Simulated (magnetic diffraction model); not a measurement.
## Magnetic neutron pattern of YbMg₃

Space group P-6m2 (no. 187), a = 3.3120 Å, c = 10.8460 Å.

```
site  atom    x    y       z
  1f    Yb  2/3  1/3     1/2
  2h    Mg  1/3  2/3  0.7565
  1e    Mg  2/3  1/3       0
```

This is a made-up structure (elements placed in a structure type, unrelaxed), so the numbers test the method and describe no known phase.

Only Yb is taken to order (form factors of Yb3+); orders and moment sizes are assumed, and not adapted to the symmetry. Radiation: neutrons of λ = 4.2 Å, 3° to 100°; isotropic B of 0.56 Å² (Yb) and 0.78 Å² (Mg). The intensities are simulated: I ∝ L Σ (|F_N|² + |F_M⊥|²) for unpolarised neutrons, with F_M = 2.695 fm/μB × Σ f(s) S exp(2πi Q·r) exp(−B s²) at Q = H ± k (one set where k and −k are equivalent), only the part normal to Q counting and L = 1/(sin²θ cos θ). For collinear order S is the moment m, which repeats by lattice and centring translations R with the sign exp(−2πi k·R). Form factors are spin-only for 3d ions and dipole or tabulated for f ions, scattering lengths are Sears's of 1992, and absorption is left out. A label names one of the reflections at its angle. The strongest nuclear line in the range is 100, and lines under 0.2 are left out.

Assume the order k = (1/2 0 0), collinear moments along [120], 1.08 μB on Yb.

Q: Where does magnetic intensity appear, and how strong is it?

```
2θ (°)       index  nuclear  magnetic
 22.33     (0 0 1)     62.3       0.0
 42.95   (1/2 0 0)      0.0       2.5
 45.57     (0 0 2)     18.9       0.0
 48.93   (1/2 0 1)      0.0       4.2
 64.40   (1/2 0 2)      0.0       2.9
 71.02     (0 0 3)     13.2       0.0
 78.70  (1/2 -1 0)      0.0       0.3
 83.05  (1/2 -1 1)      0.0       0.7
 86.72   (1/2 0 3)      0.0       2.0
 94.13     (1 0 0)    100.0       0.0
 95.97  (1/2 -1 2)      0.0       0.9
 98.46     (1 0 1)     43.4       0.0
```

The strongest magnetic line in the range is (1/2 0 1) at 48.93° (4.2). On top of the Lorentz factor, which all lines share, magnetic lines fade with angle because f falls: for Yb3+ it is 0.97, 0.88, 0.76 and 0.51 at sin θ/λ = 0.1, 0.2, 0.3 and 0.5 Å⁻¹, while nuclear lengths stay constant. The order has no net moment.

[Logs are printed without paths, hosts, clocks, repeated set-up lines and the standing remarks that a program may print on its own settings, such as how far it seeks lower states.]
